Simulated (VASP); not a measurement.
# HfC: relaxation of cell and atoms with PBEsol

HfC:

```
Hf C
1.0
     3.42554    0.00000    0.00000
    -1.71277    2.96660    0.00000
     0.00000    0.00000    4.77436
Hf C
2 2
Direct
  0.00000 0.00000 0.00000
  0.00000 0.00000 0.50000
  0.33333 0.66667 0.25000
  0.66667 0.33333 0.75000
```

The cell comes from a database or a generator and needn't be the stable form of this composition.

| Quantity | Value |
| --- | --- |
| Program | VASP 6.6.1 |
| Task | relaxation of cell and atoms |
| Functional | PBEsol |
| Potentials or basis | VASP PAW PBE potentials, release 64 (Hf_pv, C) |
| Cutoff | 600 eV |
| k mesh | 10 × 10 × 6 |
| Occupations | gaussian, width 0.05 eV |
| Spin | no spin polarisation |
| Dipole correction | no |
| Further INCAR settings | ALGO = Normal; EDIFF = 1e-07; IBRION = 2; EDIFFG = -0.01; NSW = 80; ISIF = 3 |

```yaml
Relaxed_volume: 12.91 Å³/atom
Relaxed_cell: a = 3.231 Å, b = 3.231 Å, c = 5.712 Å, α = 90.00°, β = 90.00°, γ = 120.00°
Space_group_after_relaxing_to_0.05_Å: P6_3/mmc (No. 194)
Energy_gained_by_relaxing: 843.6 meV/atom
Ionic_steps: 9
Pressure_after_relaxing: 0.0 GPa
Band_gap_on_the_k_mesh: none (metal or under the smearing width)
```

The path:
```tsv
step	energy change (eV)	largest force (eV/Å)	pressure (GPa)	volume (Å³)
1	0.0000	0.0000	25.27	48.52
2	-1.3794	0.0000	-27.70	60.09
3	-3.2037	0.0000	-13.52	55.36
4	-3.2168	0.0000	-11.54	54.90
5	-3.2018	0.0000	13.69	48.73
6	-3.3737	0.0000	-0.78	51.79
7	-3.3738	0.0000	-0.54	51.73
8	-3.3738	0.0000	0.56	51.53
9	-3.3744	0.0000	0.02	51.63
```

Final structure:
```
Hf C
1.0
     3.23078    0.00000    0.00000
    -1.61539    2.79794    0.00000
     0.00000    0.00000    5.71153
Hf C
2 2
Direct
  0.00000 0.00000 0.00000
  0.00000 0.00000 0.50000
  0.33333 0.66667 0.25000
  0.66667 0.33333 0.75000
```

Levels at points of the mesh, in eV from the Fermi level:
```
           k point  band 10  band 11  band 12  band 13  band 14  band 15  band 16  band 17  band 18
(0.00, 0.00, 0.00)    -2.30    -2.30    -1.23     0.85     1.46     1.46     2.11     2.11     2.25
(0.50, 0.00, 0.00)    -3.75    -2.57    -1.81    -1.14    -0.93     0.41     2.08     5.65     5.83
(0.00, 0.00, 0.50)    -3.12    -1.16    -1.16    -1.16    -1.16     2.95     2.95     3.23     3.23
(0.50, 0.00, 0.50)    -4.43    -1.86    -1.86    -1.35    -1.35     1.14     1.14     6.06     6.06
```

Run time: 2.3 min on 1 thread of Intel(R) Xeon(R) 6975P-C (Granite Rapids) (shared host), peak memory 0.22 GiB.

Caveat: the PAW data sets were made with another functional, which shifts forces and pressure a little. Spin-orbit coupling is left out, which matters for the levels of Hf.
